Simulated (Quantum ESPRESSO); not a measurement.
# WC (Fm-3m) in Quantum ESPRESSO: equation of state

How stiff is WC in PBEsol, and what volume does it want? The cell is scaled to several volumes.

All numbers are computed with Quantum ESPRESSO 7.5; they aren't measurements. Logs are shortened: lines on timing, memory, paths and dates and some standing lists are left out, and cuts for length are marked.

## 1. Starting point

The structure is cubic, space group Fm-3m (No. 225). Conventional cell: a = 4.385 Å, b = 4.385 Å, c = 4.385 Å, α = 90.00°, β = 90.00°, γ = 90.00°. W (site symmetry m-3m) is surrounded by 6 C at 2.19 Å. C (site symmetry m-3m) is surrounded by 6 W at 2.19 Å.

Measurements of this composition are mostly on another form, of space group No. 187.

## 2. Single point, PBEsol, 9.91 Å³/atom

File pw.in:

```
&CONTROL
  calculation = 'scf'
  prefix = 'pwscf'
  outdir = './tmp'
  pseudo_dir = './pseudo'
  tstress = .true.
  disk_io = 'nowf'
/
&SYSTEM
  ibrav = 0
  nat = 2
  ntyp = 2
  ecutwfc = 56
  ecutrho = 448
  nbnd = 15
  occupations = 'smearing'
  smearing = 'fd'
  degauss = 0.00367493
/
&ELECTRONS
  conv_thr = 4d-10
  electron_maxstep = 120
  mixing_beta = 0.5
/
ATOMIC_SPECIES
W    183.8400 w_pbesol_v1.2.uspp.F.UPF
C     12.0110 c_pbesol_v1.2.uspp.F.UPF
CELL_PARAMETERS angstrom
   0.0000000000    2.1479227872    2.1479227872
   2.1479227872    0.0000000000    2.1479227872
   2.1479227872    2.1479227872    0.0000000000
ATOMIC_POSITIONS crystal
W      0.0000000000    0.0000000000    0.0000000000
C      0.5000000000    0.5000000000    0.5000000000
K_POINTS automatic
10 10 10 0 0 0
```

Potentials or basis: GBRV 1.5 PBEsol.

Command:

```sh
$ OMP_NUM_THREADS=1 mpirun -n 2 pw.x -nk 2 -in pw.in > pw.out
```

pw.out:

```text
This program is part of the open-source Quantum ESPRESSO suite
     for quantum simulation of materials; please cite
[... 13 lines left out ...]
     --------------------
     sticks:   dense  smooth     PW     G-vecs:    dense   smooth      PW
     Sum        1027     511    163                21547     7631    1411

     Using Slab Decomposition

     bravais-lattice index     =            0
     lattice parameter (alat)  =       5.7403  a.u.
     unit-cell volume          =     133.7466 (a.u.)^3
     number of atoms/cell      =            2
     number of atomic types    =            2
     number of electrons       =        18.00
     number of Kohn-Sham states=           15
     kinetic-energy cutoff     =      56.0000  Ry
     charge density cutoff     =     448.0000  Ry
     scf convergence threshold =      4.0E-10
     mixing beta               =       0.5000
     number of iterations used =            8  plain     mixing
     Exchange-correlation= SLA  PW   PSX  PSC
                           (   1   4  10   8   0   0   0)

     celldm(1)=   5.740273  celldm(2)=   0.000000  celldm(3)=   0.000000
     celldm(4)=   0.000000  celldm(5)=   0.000000  celldm(6)=   0.000000

     crystal axes: (cart. coord. in units of alat)
               a(1) = (   0.000000   0.707107   0.707107 )
               a(2) = (   0.707107   0.000000   0.707107 )
               a(3) = (   0.707107   0.707107   0.000000 )

     reciprocal axes: (cart. coord. in units 2 pi/alat)
               b(1) = ( -0.707107  0.707107  0.707107 )
               b(2) = (  0.707107 -0.707107  0.707107 )
               b(3) = (  0.707107  0.707107 -0.707107 )

     PseudoPot. # 1 for W  read from file:
     w_pbesol_v1.2.uspp.F.UPF
     Pseudo is Ultrasoft + core correction, Zval = 14.0
     Generated by new atomic code, or converted to UPF format
     Using radial grid of  923 points,  8 beta functions with:
                l(1) =   0
                l(2) =   0
                l(3) =   0
                l(4) =   1
                l(5) =   1
                l(6) =   2
                l(7) =   2
                l(8) =   3
     Q(r) pseudized with  6 coefficients,  rinner =    1.350   1.350   1.350
                                                       1.350   1.350   1.350
                                                       1.350

     PseudoPot. # 2 for C  read from file:
     c_pbesol_v1.2.uspp.F.UPF
     Pseudo is Ultrasoft + core correction, Zval =  4.0
     Generated by new atomic code, or converted to UPF format
     Using radial grid of  721 points,  4 beta functions with:
                l(1) =   0
                l(2) =   0
                l(3) =   1
                l(4) =   1
     Q(r) pseudized with  8 coefficients,  rinner =    1.100   1.100   1.100

     atomic species   valence    mass     pseudopotential
     W                14.00   183.84000     W ( 1.00)
     C                 4.00    12.01100     C ( 1.00)

     48 Sym. Ops., with inversion, found

   Cartesian axes

     site n.     atom                  positions (alat units)
         1        W      tau(   1) = (   0.0000000   0.0000000   0.0000000  )
         2        C      tau(   2) = (   0.7071068   0.7071068   0.7071068  )

     number of k points=    47  Fermi-Dirac smearing, width (Ry)=  0.0037
                       cart. coord. in units 2pi/alat
        k(    1) = (   0.0000000   0.0000000   0.0000000), wk =   0.0020000
        k(    2) = (   0.0707107   0.0707107  -0.0707107), wk =   0.0160000
        k(    3) = (   0.1414214   0.1414214  -0.1414214), wk =   0.0160000
        k(    4) = (   0.2121320   0.2121320  -0.2121320), wk =   0.0160000
        k(    5) = (   0.2828427   0.2828427  -0.2828427), wk =   0.0160000
        k(    6) = (  -0.3535534  -0.3535534   0.3535534), wk =   0.0080000
[... 39 lines left out ...]
        k(   46) = (  -0.0707107  -0.3535534   0.6363961), wk =   0.0480000
        k(   47) = (  -0.7071068   0.2828427   0.0000000), wk =   0.0240000

     Dense  grid:    21547 G-vectors     FFT dimensions: (  40,  40,  40)

     Smooth grid:     7631 G-vectors     FFT dimensions: (  27,  27,  27)

     Initial potential from superposition of free atoms

     starting charge      17.8996, renormalised to      18.0000

     negative rho (up, down):  6.031E-02 0.000E+00
     Starting wfcs are   17 randomized atomic wfcs

     Self-consistent Calculation

     iteration #  1     ecut=    56.00 Ry     beta= 0.50
     Davidson diagonalization with overlap
     ethr =  1.00E-02,  avg # of iterations =  3.0

     negative rho (up, down):  6.221E-02 0.000E+00

     total energy              =    -170.28422911 Ry
     estimated scf accuracy    <       0.54662899 Ry

     iteration #  2     ecut=    56.00 Ry     beta= 0.50
     Davidson diagonalization with overlap
     ethr =  3.04E-03,  avg # of iterations =  2.0

     negative rho (up, down):  6.422E-02 0.000E+00

     total energy              =    -170.44272306 Ry
     estimated scf accuracy    <       0.23836331 Ry

     iteration #  3     ecut=    56.00 Ry     beta= 0.50
     Davidson diagonalization with overlap
     ethr =  1.32E-03,  avg # of iterations =  1.4

     negative rho (up, down):  6.648E-02 0.000E+00

     total energy              =    -170.48693286 Ry
     estimated scf accuracy    <       0.00163557 Ry

     iteration #  4     ecut=    56.00 Ry     beta= 0.50
     Davidson diagonalization with overlap
     ethr =  9.09E-06,  avg # of iterations =  3.3
[... 37 lines left out ...]
     negative rho (up, down):  6.628E-02 0.000E+00

     total energy              =    -170.48727490 Ry
     estimated scf accuracy    <       0.00000035 Ry

     iteration #  9     ecut=    56.00 Ry     beta= 0.50
     Davidson diagonalization with overlap
     ethr =  5.98E-10,  avg # of iterations =  2.0

     negative rho (up, down):  6.630E-02 0.000E+00

     total energy              =    -170.48727493 Ry
     estimated scf accuracy    <          1.5E-09 Ry

     iteration # 10     ecut=    56.00 Ry     beta= 0.50
     Davidson diagonalization with overlap
     ethr =  8.43E-12,  avg # of iterations =  2.0

     negative rho (up, down):  6.630E-02 0.000E+00

     End of self-consistent calculation

          k = 0.0000 0.0000 0.0000 (   941 PWs)   bands (ev):

   -52.0989 -16.0903 -16.0903 -16.0903   6.8997  20.2352  20.2352  20.2352
    22.0962  22.0962  22.0962  22.2064  22.2064  30.4351  32.7834

          k = 0.0707 0.0707-0.0707 (   938 PWs)   bands (ev):

   -52.0941 -16.1653 -16.0981 -16.0981   7.2050  19.2952  19.7836  19.7836
    20.9209  20.9209  22.4883  24.4266  24.4266  30.9356  33.4913

          k = 0.1414 0.1414-0.1414 (   938 PWs)   bands (ev):

   -52.0815 -16.3575 -16.1184 -16.1184   8.0631  17.5912  18.3211  18.3211
    21.5550  21.5550  22.9925  26.9541  26.9541  31.9332  35.1243

          k = 0.2121 0.2121-0.2121 (   941 PWs)   bands (ev):

   -52.0659 -16.5874 -16.1433 -16.1433   9.3224  15.8137  17.1568  17.1568
    22.6867  22.6867  23.6740  29.4993  29.4993  31.8110  36.3426

          k = 0.2828 0.2828-0.2828 (   941 PWs)   bands (ev):

   -52.0533 -16.7677 -16.1633 -16.1633  10.7890  14.1298  16.4397  16.4397
    23.8656  23.8656  24.7938  29.7842  31.6809  31.6809  36.5553

          k =-0.3536-0.3536 0.3536 (   960 PWs)   bands (ev):

   -52.0484 -16.8352 -16.1709 -16.1709  11.9971  12.8710  16.1981  16.1981
    24.4198  24.4198  25.8238  28.2323  32.7337  32.7337  35.3072

          k = 0.1414-0.0000 0.0000 (   937 PWs)   bands (ev):
[... 99 lines left out ...]
          k =-0.0000-0.4243 0.4243 (   953 PWs)   bands (ev):

   -52.0396 -16.6238 -16.4996 -16.2178  10.8110  14.5203  16.8631  16.9560
    23.6233  23.6576  25.8275  27.5948  31.7442  33.3091  35.4712

          k = 0.5657-0.0000 0.0000 (   962 PWs)   bands (ev):

   -52.0380 -16.7006 -16.3288 -16.3288   9.2801  16.6055  17.1859  20.3427
    20.3427  23.9810  25.9947  25.9947  30.4769  31.3512  35.8448

          k =-0.0707-0.6364 0.6364 (   958 PWs)   bands (ev):

   -52.0332 -16.7281 -16.3773 -16.3365   9.3661  16.8577  17.1732  19.8119
    20.5962  25.0914  25.8128  25.8693  29.6976  31.6770  35.4628

          k = 0.0000-0.5657 0.5657 (   951 PWs)   bands (ev):

   -52.0322 -16.6847 -16.4678 -16.3116   9.7701  16.3203  17.1953  18.6416
    20.9640  25.1621  25.9834  27.3603  28.9412  33.0903  35.2521

          k =-0.7071 0.0000 0.0000 (   950 PWs)   bands (ev):

   -52.0316 -16.7591 -16.3536 -16.3536   9.1706  16.9532  17.4997  20.6635
    20.6635  24.2084  25.7838  25.7838  29.2762  31.3519  35.4623

          k = 0.2828 0.1414 0.0000 (   946 PWs)   bands (ev):

   -52.0715 -16.4214 -16.2125 -16.1426   8.6664  16.3231  18.0010  18.3075
    20.7269  23.2042  24.5316  25.4616  28.9519  33.1332  36.3271

          k = 0.3536 0.2121-0.0707 (   947 PWs)   bands (ev):

   -52.0579 -16.5807 -16.2704 -16.1680   9.6815  15.2725  17.1383  17.5361
    21.5497  24.1264  25.0695  27.0441  30.6585  33.0572  36.5286

          k =-0.2828-0.4243 0.5657 (   946 PWs)   bands (ev):

   -52.0468 -16.7133 -16.3000 -16.1986  10.7162  14.2935  16.6664  16.9988
    22.6200  24.5465  25.4138  29.0063  30.6677  32.9061  36.1394

          k =-0.2121-0.3536 0.4950 (   950 PWs)   bands (ev):

   -52.0426 -16.7640 -16.3078 -16.2131  11.2482  13.7884  16.6410  16.7052
    23.6797  24.0334  25.4854  30.0230  31.0822  31.9040  36.0978

          k = 0.4243 0.1414-0.0000 (   947 PWs)   bands (ev):

   -52.0527 -16.5782 -16.2983 -16.2333   9.5354  15.4346  17.4122  18.4625
    20.7244  24.3400  25.7449  26.1984  30.0727  34.5531  35.4015

          k =-0.2121-0.4950 0.6364 (   947 PWs)   bands (ev):

   -52.0426 -16.6586 -16.3665 -16.2609  10.1052  15.2701  16.9505  17.7751
    21.5938  24.9916  25.7484  27.1880  30.7178  33.8501  34.6971

          k =-0.1414-0.4243 0.5657 (   948 PWs)   bands (ev):
[... 9 lines left out ...]
          k = 0.0000-0.2828 0.4243 (   944 PWs)   bands (ev):

   -52.0468 -16.6257 -16.3889 -16.1999  10.3863  14.7755  16.9743  17.0239
    22.3537  24.8781  25.6344  26.7984  31.3366  33.3995  36.2378

          k =-0.1414-0.5657 0.7071 (   950 PWs)   bands (ev):

   -52.0374 -16.6847 -16.3672 -16.3207   9.6011  16.3564  16.9977  18.8144
    21.0692  25.1486  25.9741  25.9763  30.4429  32.2783  35.3983

          k =-0.0707-0.4950 0.6364 (   947 PWs)   bands (ev):

   -52.0332 -16.6706 -16.4521 -16.3261   9.9088  16.3068  16.9945  17.9583
    21.7598  25.0411  25.8290  27.0828  29.3767  33.5918  35.3566

          k = 0.0000-0.4243 0.5657 (   946 PWs)   bands (ev):

   -52.0338 -16.5880 -16.5615 -16.2921  10.3545  15.5357  16.9385  17.4359
    22.5539  24.2526  25.9694  28.0836  29.3440  35.0591  35.5570

          k =-0.7071 0.1414 0.0000 (   956 PWs)   bands (ev):

   -52.0316 -16.7214 -16.3933 -16.3567   9.4739  16.8437  17.3305  18.8499
    21.3330  25.5544  25.6698  25.7877  29.2002  32.3698  35.3978

          k =-0.1414-0.4243 0.7071 (   940 PWs)   bands (ev):

   -52.0358 -16.6375 -16.4667 -16.3024  10.2760  15.6331  16.8302  17.3924
    22.6655  24.4572  25.9449  27.0721  30.1255  34.4404  35.5877

          k =-0.0707-0.3536 0.6364 (   946 PWs)   bands (ev):

   -52.0332 -16.6042 -16.5231 -16.3257  10.3390  15.7744  16.8645  17.2364
    23.4852  23.6734  25.8053  27.8617  29.0484  35.4306  35.9641

          k =-0.7071 0.2828 0.0000 (   946 PWs)   bands (ev):

   -52.0315 -16.6215 -16.4962 -16.3618  10.0800  16.7900  16.8614  16.9953
    22.8939  24.5596  25.7940  26.8971  28.8586  35.1383  35.8985

     the Fermi energy is    23.2961 ev

!    total energy              =    -170.48727493 Ry
     estimated scf accuracy    <          1.5E-10 Ry
     smearing contrib. (-TS)   =      -0.00044065 Ry
     internal energy E=F+TS    =    -170.48683428 Ry

     The total energy is F=E-TS. E is the sum of the following terms:
     one-electron contribution =      -6.82049719 Ry
     hartree contribution      =      15.90746226 Ry
     xc contribution           =     -44.80604018 Ry
     ewald contribution        =    -134.76775917 Ry

     convergence has been achieved in  10 iterations

     Computing stress (Cartesian axis) and pressure

     negative rho (up, down):  6.630E-02 0.000E+00
          total   stress  (Ry/bohr**3)                   (kbar)     P=      153.52
   0.00104360  -0.00000000  -0.00000000          153.52       -0.00       -0.00
  -0.00000000   0.00104360   0.00000000           -0.00      153.52        0.00
  -0.00000000   0.00000000   0.00104360           -0.00        0.00      153.52

=------------------------------------------------------------------------------=
   JOB DONE.
=------------------------------------------------------------------------------=
```

Wall time 8.5 s (2 MPI ranks of Arm Neoverse V2, shared host); peak memory 0.26 GiB.

Results:

| Quantity | Value |
| --- | --- |
| Free energy | -2319.5975 eV |
| Pressure | 15.4 GPa |
| Band gap on the k mesh | none (metal or under the smearing width) |

## 3. Single point, PBEsol, 10.12 Å³/atom

pw.in: that of step 2 with these lines changed.

```diff
@@ -28,5 +28,5 @@
 CELL_PARAMETERS angstrom
-   0.0000000000    2.1479227872    2.1479227872
-   2.1479227872    0.0000000000    2.1479227872
-   2.1479227872    2.1479227872    0.0000000000
+   0.0000000000    2.1630495024    2.1630495024
+   2.1630495024    0.0000000000    2.1630495024
+   2.1630495024    2.1630495024    0.0000000000
 ATOMIC_POSITIONS crystal
```

Potentials or basis: GBRV 1.5 PBEsol.

Command:

```sh
$ OMP_NUM_THREADS=1 mpirun -n 2 pw.x -nk 2 -in pw.in > pw.out
```

Run time: 8.7 s. Hardware: 2 MPI ranks of Arm Neoverse V2, shared host; peak memory 0.26 GiB.

It converged, with:

| Property | Result |
| --- | --- |
| Free energy | -2319.6257 eV |
| Pressure | 6.2 GPa |
| Band gap on the k mesh | none (metal or under the smearing width) |

(Continued in part 2 of 2.)
